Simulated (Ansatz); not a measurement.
# ZrSe2 (P-3m1) in Ansatz: convergence with k mesh

Aim: find how far k mesh must go before the results for ZrSe2 settle, at PBE. This setting moves, with any that are tied to it; all else stays.

Program: Ansatz 0.2.0. These are calculated values, not measurements. Logs are shortened: lines on timing, memory, paths and dates and some standing lists are left out, and cuts for length are marked.

## 1. Starting point

Symmetry: P-3m1, No. 164, trigonal system. Conventional cell: a = 3.798 Å, b = 3.798 Å, c = 6.192 Å, α = 90.00°, β = 90.00°, γ = 120.00°. Around Zr (site symmetry -3m) lie 6 Se at 2.68 Å. Around Se (site symmetry 3m) lie 3 Zr at 2.68 Å.

## 2. With k mesh 3 × 3 × 2

Input file input.yaml:

```yaml
crystal:
  lattice:
    - [3.798, 0.0, 0.0]
    - [-1.899, 3.2891644836, 0.0]
    - [0.0, 0.0, 6.192]
  atoms:
    - { symbol: Zr, position: [0.0, 0.0, 0.0] }
    - { symbol: Se, position: [0.6666666667, 0.3333333333, 0.75] }
    - { symbol: Se, position: [0.3333333333, 0.6666666667, 0.25] }
hamiltonian:
  xc: pbe
  pseudopotentials: { kind: nc }
kpoints:
  mp_grid: { grid: [3, 3, 2] }
scf:
  occupations: { method: methfessel_paxton, width: 0.05 }
output:
  forces: true
  stress: true
  eigenvalues: true
```

Potentials or basis: Ansatz NC.

Run with:

```
$ ansatz run input.yaml --threads 2 --pin off --max-ram 5632MiB --backend cpu --events-out ev --progress --plain --runs-dir out
```

The log of the run:

```text
Warning: RAYON_NUM_THREADS=2 ignored (pool sized by the plan → 2); use --threads N
Engine: ansatz 0.2.0, x86_64-unknown-linux-gnu
Pseudopotentials: kind: nc
Pseudopotential: Zr, nc, valence charge 12, recommended cutoff 897.975746 eV (normal), Zr.nc.azcp
Pseudopotential: Se, nc, valence charge 16, recommended cutoff 1170.089609 eV (normal), Se.nc.azcp
Functional definition: PBE
  parameter kappa = 0.804
  parameter beta = 0.06672455060314922
  exchange = pbe_x(kappa = kappa, mu = beta*pi^2/3)
  correlation = pbe_c(beta = beta)
Crystal: 3 atoms, lattice volume = 77.352 Å³
Basis set: ecut = 1170.089609 eV, 7043 PW (Γ), exchange–correlation on 90×90×144 points (8 copies of the dense FFT grid, shifted against one another)
Bands: 27, of which v1, the nominal top of the filled ones, is band 22 counted from 1 (21 counted from 0)
Symmetry: 12 space group operations
Space group: P-3m1 (ITA 164), of the structure as read, at distance tolerance 4.3e-5 Å
k-points: 6 of 18
Non-local potential: Zr, projectors of the file, l = 0: 2, l = 1: 2, l = 2: 2
Non-local potential: Se, projectors of the file, l = 0: 2, l = 1: 2, l = 2: 2
Initial density: superposition of atomic densities (chi_scale 0.1, normalization cell, long waves kept (reshape's long-wave potential 0.07 eV rms))
Initial wavefunctions: pseudopotential atomic-orbital guess
Functional: x = pbe(κ = 0.804, μ = 0.2195149727645171), c = pbe(β = 0.06672455060314922)
SCF iter   1: F=—  HF=-7982.458017 eV  |F-HF|=—  |Δ(HF+E_count)|=         —  Δρ=9.71e-2  dr2=2.72e1  ethr=3.10e-3  ⟨swp⟩=9.0  Hψ=888  notcnv=0
preconditioner: auto → LDOS  [insulator: Δε(μ)=0.252 eV  Ē_g=6.922 eV  σ=0.050 eV  W_gap=0.83  n_scr=22 (ndim 8)  ℏωp=16.9 eV  f_vac=0.028  D(μ)=8.14/eV (n_scr^D=110)  ε∞_Penn≈7.0  β→1.0]
SCF iter   2: F=—  HF=-7979.151061 eV  |F-HF|=—  |Δ(HF+E_count)|=    3.31e0  S|Δr|=    0.00e0  Δρ=3.63e-2  dr2=2.65e0  ethr=3.10e-3  ⟨swp⟩=4.2  Hψ=411  notcnv=0  defer=6
SCF iter   3: F=—  HF=-7979.017152 eV  |F-HF|=—  |Δ(HF+E_count)|=   1.34e-1  S|Δr|=    0.00e0  Δρ=1.95e-2  dr2=5.10e-1  ethr=3.10e-3  ⟨swp⟩=3.3  Hψ=298  notcnv=0  defer=5
SCF iter   4: F=—  HF=-7978.954745 eV  |F-HF|=—  |Δ(HF+E_count)|=   6.24e-2  S|Δr|=    0.00e0  Δρ=1.05e-2  dr2=1.40e-1  ethr=1.16e-3  ⟨swp⟩=3.7  Hψ=227  notcnv=0  defer=3
SCF iter   5: F=—  HF=-7978.935540 eV  |F-HF|=—  |Δ(HF+E_count)|=   1.92e-2  S|Δr|=    0.00e0  Δρ=2.50e-3  dr2=1.78e-3  ethr=3.18e-4  ⟨swp⟩=3.2  Hψ=265  notcnv=0  defer=3
SCF iter   6: F=—  HF=-7978.935180 eV  |F-HF|=—  |Δ(HF+E_count)|=   3.60e-4  S|Δr|=    0.00e0  Δρ=4.82e-4  dr2=2.53e-4  ethr=4.05e-6  ⟨swp⟩=2.3  Hψ=299  notcnv=0  defer=3
SCF iter   7: F=—  HF=-7978.935134 eV  |F-HF|=—  |Δ(HF+E_count)|=   4.62e-5  S|Δr|=    0.00e0  Δρ=7.37e-5  dr2=6.98e-6  ethr=5.76e-7  ⟨swp⟩=2.0  Hψ=202  notcnv=0  defer=3
SCF iter   8: F=—  HF=-7978.935164 eV  |F-HF|=—  |Δ(HF+E_count)|=   2.97e-5  S|Δr|=    0.00e0  Δρ=1.31e-5  dr2=8.31e-8  ethr=2.27e-10  ⟨swp⟩=12.5  Hψ=1224  notcnv=0
SCF iter   9: F=-7978.935164 eV  HF=-7978.935164 eV  |F-HF|=2.32e-9  |Δ(HF+E_count)|=   1.78e-8  S|Δr|=    0.00e0  Δρ=2.33e-6  dr2=2.79e-9  ethr=1.89e-10  ⟨swp⟩=3.0  Hψ=734  notcnv=0
SCF 1 converged in 9 iterations: F = -7978.935164 eV  dr2 = 2.79e-9
SCF converged after 9 iterations
Stability not checked: this state was not tested for a lower state beside it, because cold or Methfessel-Paxton smearing, or corrected tetrahedra, fill the levels in a way that the test cannot read (fill_not_monotonic; see scf.lower_state_search)
Free energy (F): -7978.935164 eV
Harris-Foulkes:  -7978.935164 eV  (|F-HF|=2.32e-9)
Internal energy: -7978.935164 eV  (E = F + TS)
E sigma→0 (E₀):  -7978.935164 eV
Fermi energy:    9.398494 eV
Step filling:    the computed levels leave a gap of 0.5327 eV = 10.7 smearing widths at the electron count; against every level under it full and every level over it empty, smearing changes F+E_penalty+E_count by +1.74e-12 meV and its σ→0 estimate by -2.33e-11 meV
--- Per-component energies (eV) ---
  E_band       = -880.208531
  E_kinetic    = 4655.176670
  E_local      = -6790.880438  (includes V_loc(G=0)·N_el)
  E_nonlocal   = -2265.349681
  E_hartree    = 2336.302668
  E_xc         = -1590.882957
  E_vxc        = -1151.758214  (∫ρ·V_xc dr)
  E_ewald      = -4323.301427
  E_smearing   = 0.000000  (= −TS)
  E_closure    = -0.000000  (closes the sum)
  Σ components = -7978.935164   (vs F -7978.935164, Δ=0.00e0)
--- Forces (eV/Å), atoms counted from 1 ---
  atom   1  Zr    -0.00000000    -0.00000000     0.00000000
  atom   2  Se     0.00000000    -0.00000000    -0.12571165
  atom   3  Se     0.00000000     0.00000000     0.12571165
  max |Σ_I F_I| component: 3.70e-17 eV/Å
--- Stress (GPa, compression-positive) ---
        3.051251       0.000000       0.000000
        0.000000       3.051251      -0.000000
        0.000000      -0.000000       2.289118
  P = ⅓ Tr σ = 2.7972 GPa (27.972 kbar)
--- Band table (eV; the first three rows and the last of 6) ---
  k-point 0: bands = ["-40.4672", "-37.7739", "-37.7739", "-37.7737", "-37.7737", "-37.7720", "-37.7718", "-37.7543", "-37.7543", "-37.7543", "-37.7543", "-18.5454", "-18.3892", "-18.3892", "-4.0728", "-2.8118", "4.4423", "6.3734", "6.3734", "9.0837", "9.0837", "9.1364", "10.0958", "10.0958", "10.6202", "13.4225", "13.4225"]
  k-point 1: bands = ["-40.4672", "-37.7739", "-37.7739", "-37.7737", "-37.7737", "-37.7719", "-37.7718", "-37.7544", "-37.7544", "-37.7543", "-37.7543", "-18.5457", "-18.3892", "-18.3892", "-3.8107", "-3.1851", "5.5477", "6.4190", "6.4190", "7.0728", "8.9188", "8.9188", "10.0694", "10.0694", "11.0129", "13.8135", "13.8135"]
  k-point 2: bands = ["-40.4600", "-37.7742", "-37.7739", "-37.7735", "-37.7721", "-37.7717", "-37.7716", "-37.7543", "-37.7540", "-37.7539", "-37.7538", "-18.5293", "-18.5100", "-18.4187", "-3.3075", "-2.8761", "5.2307", "5.8098", "6.0637", "6.6372", "7.8246", "7.8575", "9.7766", "11.3766", "11.6663", "13.6762", "13.8085"]
  k-point 5: bands = ["-40.4564", "-37.7740", "-37.7740", "-37.7739", "-37.7715", "-37.7715", "-37.7712", "-37.7539", "-37.7539", "-37.7539", "-37.7535", "-18.5141", "-18.5141", "-18.4965", "-2.8768", "-2.8768", "5.3996", "5.3996", "5.7606", "6.7680", "7.1135", "7.1135", "10.7836", "11.2707", "11.2707", "13.9314", "13.9314"]
```

Run time: 4.3 s. Hardware: 2 threads of Intel Xeon at 2.50GHz (Skylake/Cascade Lake), shared host; peak memory 0.44 GiB.

Results:

| Property | Result |
| --- | --- |
| Free energy | -7978.9352 eV |
| Pressure | 2.8 GPa |
| Largest force | 0.126 eV/Å |
| Band gap on the k mesh | 0.53 eV, indirect (least direct gap 0.96 eV) |

## 3. With k mesh 4 × 4 × 2

Edit input.yaml of step 2 so:

```diff
@@ -13,3 +13,3 @@
 kpoints:
-  mp_grid: { grid: [3, 3, 2] }
+  mp_grid: { grid: [4, 4, 2] }
 scf:
```

Potentials or basis: Ansatz NC.

Run with:

```
$ ansatz run input.yaml --threads 2 --pin off --max-ram 5632MiB --backend cpu --events-out ev --progress --plain --runs-dir out
```

It took 4.6 s on 2 threads of Intel Xeon at 2.50GHz (Skylake/Cascade Lake), shared host; peak memory 0.45 GiB.

Results:

* Free energy: -7979.0781 eV
* Pressure: 2.4 GPa
* Largest force: 0.231 eV/Å
* Band gap on the k mesh: 0.33 eV, indirect (least direct gap 1.00 eV)

## 4. With k mesh 5 × 5 × 3

Edit input.yaml of step 3 so:

```diff
@@ -13,3 +13,3 @@
 kpoints:
-  mp_grid: { grid: [4, 4, 2] }
+  mp_grid: { grid: [5, 5, 3] }
 scf:
```

Run with:

```
$ ansatz run input.yaml --threads 2 --pin off --max-ram 5632MiB --backend cpu --events-out ev --progress --plain --runs-dir out
```

Run time: 6 s. Hardware: 2 threads of Intel Xeon at 2.50GHz (Skylake/Cascade Lake), shared host; peak memory 0.47 GiB.

Results:

```
Free energy            : -7979.1460 eV
Pressure               : 2.1 GPa
Largest force          : 0.256 eV/Å
Band gap on the k mesh : 0.44 eV, indirect (least direct gap 1.03 eV)
```

## 5. With k mesh 6 × 6 × 3

Edit input.yaml of step 4 so:

```diff
@@ -13,3 +13,3 @@
 kpoints:
-  mp_grid: { grid: [5, 5, 3] }
+  mp_grid: { grid: [6, 6, 3] }
 scf:
```

Run with:

```
$ ansatz run input.yaml --threads 2 --pin off --max-ram 5632MiB --backend cpu --events-out ev --progress --plain --runs-dir out
```

Run time: 7.7 s. Hardware: 2 threads of Intel Xeon at 2.50GHz (Skylake/Cascade Lake), shared host; peak memory 0.49 GiB.

Results:

* Free energy: -7979.1704 eV
* Pressure: 2.0 GPa
* Largest force: 0.266 eV/Å
* Band gap on the k mesh: 0.45 eV, indirect (least direct gap 1.04 eV)

## 6. With k mesh 7 × 7 × 4

Edit input.yaml of step 5 so:

```diff
@@ -13,3 +13,3 @@
 kpoints:
-  mp_grid: { grid: [6, 6, 3] }
+  mp_grid: { grid: [7, 7, 4] }
 scf:
```

Potentials or basis: Ansatz NC.

Run with:

```
$ ansatz run input.yaml --threads 2 --pin off --max-ram 5632MiB --backend cpu --events-out ev --progress --plain --runs-dir out
```

It took 12 s on 2 threads of Intel Xeon at 2.50GHz (Skylake/Cascade Lake), shared host; peak memory 0.54 GiB.

Results (log left out):

* Free energy: -7979.1811 eV
* Pressure: 1.9 GPa
* Largest force: 0.274 eV/Å
* Band gap on the k mesh: 0.43 eV, indirect (least direct gap 1.05 eV)

## 7. With k mesh 9 × 9 × 5

Edit input.yaml of step 6 so:

```diff
@@ -13,3 +13,3 @@
 kpoints:
-  mp_grid: { grid: [7, 7, 4] }
+  mp_grid: { grid: [9, 9, 5] }
 scf:
```

Run with:

```
$ ansatz run input.yaml --threads 2 --pin off --max-ram 5632MiB --backend cpu --events-out ev --progress --plain --runs-dir out
```

Run time: 20 s. Hardware: 2 threads of Intel Xeon at 2.50GHz (Skylake/Cascade Lake), shared host; peak memory 0.63 GiB.

The run converged. Its results:

```
Free energy            : -7979.1874 eV
Pressure               : 1.9 GPa
Largest force          : 0.280 eV/Å
Band gap on the k mesh : 0.41 eV, indirect (least direct gap 1.05 eV)
```

## 8. With k mesh 11 × 11 × 6

Edit input.yaml of step 7 so:

```diff
@@ -13,3 +13,3 @@
 kpoints:
-  mp_grid: { grid: [9, 9, 5] }
+  mp_grid: { grid: [11, 11, 6] }
 scf:
```

Run with:

```
$ ansatz run input.yaml --threads 2 --pin off --max-ram 5632MiB --backend cpu --events-out ev --progress --plain --runs-dir out
```

Wall time 32 s (2 threads of Intel Xeon at 2.50GHz (Skylake/Cascade Lake), shared host); peak memory 0.77 GiB.

Results (log left out):

- Free energy: -7979.1887 eV
- Pressure: 1.9 GPa
- Largest force: 0.281 eV/Å
- Band gap on the k mesh: 0.40 eV, indirect (least direct gap 1.05 eV)

## 9. With k mesh 13 × 13 × 7

Edit input.yaml of step 8 so:

```diff
@@ -13,3 +13,3 @@
 kpoints:
-  mp_grid: { grid: [11, 11, 6] }
+  mp_grid: { grid: [13, 13, 7] }
 scf:
```

Potentials or basis: Ansatz NC.

Run with:

```
$ ansatz run input.yaml --threads 2 --pin off --max-ram 5632MiB --backend cpu --events-out ev --progress --plain --runs-dir out
```

Wall time 49 s (2 threads of Intel Xeon at 2.50GHz (Skylake/Cascade Lake), shared host); peak memory 0.95 GiB.

Results (log left out):

| Property | Result |
| --- | --- |
| Free energy | -7979.1891 eV |
| Pressure | 1.9 GPa |
| Largest force | 0.282 eV/Å |
| Band gap on the k mesh | 0.39 eV, indirect (least direct gap 1.05 eV) |

## 10. Summary

| k mesh | energy less the tightest run, at zero smearing (meV/atom) | pressure (GPa) | largest force (eV/Å) | gap on the mesh (eV) | SCF cycles | CPU time (s) | peak memory (GiB) |
| --- | --- | --- | --- | --- | --- | --- | --- |
| 3 × 3 × 2 | 84.63 | 2.80 | 0.126 | 0.533 | 9 | 7.7 | 0.44 |
| 4 × 4 × 2 | 36.97 | 2.38 | 0.231 | 0.328 | 9 | 8.3 | 0.45 |
| 5 × 5 × 3 | 14.36 | 2.12 | 0.256 | 0.442 | 9 | 11 | 0.47 |
| 6 × 6 × 3 | 6.21 | 2.01 | 0.266 | 0.446 | 9 | 14 | 0.49 |
| 7 × 7 × 4 | 2.67 | 1.95 | 0.274 | 0.426 | 9 | 23 | 0.54 |
| 9 × 9 × 5 | 0.57 | 1.91 | 0.280 | 0.406 | 9 | 38 | 0.63 |
| 11 × 11 × 6 | 0.11 | 1.90 | 0.281 | 0.400 | 9 | 62 | 0.77 |
| 13 × 13 × 7 | 0.00 | 1.90 | 0.282 | 0.388 | 9 | 95 | 0.95 |

Against the tightest run, the energy stays within 1 meV/atom from 9 × 9 × 5 on; the pressure stays within 0.1 GPa from 7 × 7 × 4 on; the largest force stays within 0.005 eV/Å from 9 × 9 × 5 on. Not settled before the last step: the gap on the mesh (to 0.01 eV). Meshes of other sizes hit other points, so gaps and Fermi surfaces needn't settle smoothly. The tightest run that finished is the yardstick and may itself not be fully converged.

Caveats: odd divisions of the mesh miss points on the zone boundary, where band edges often lie, so the gap on the mesh can be too wide; this functional lacks dispersion, which binds the layers, so the pressure and a relaxed spacing across them are unreliable.
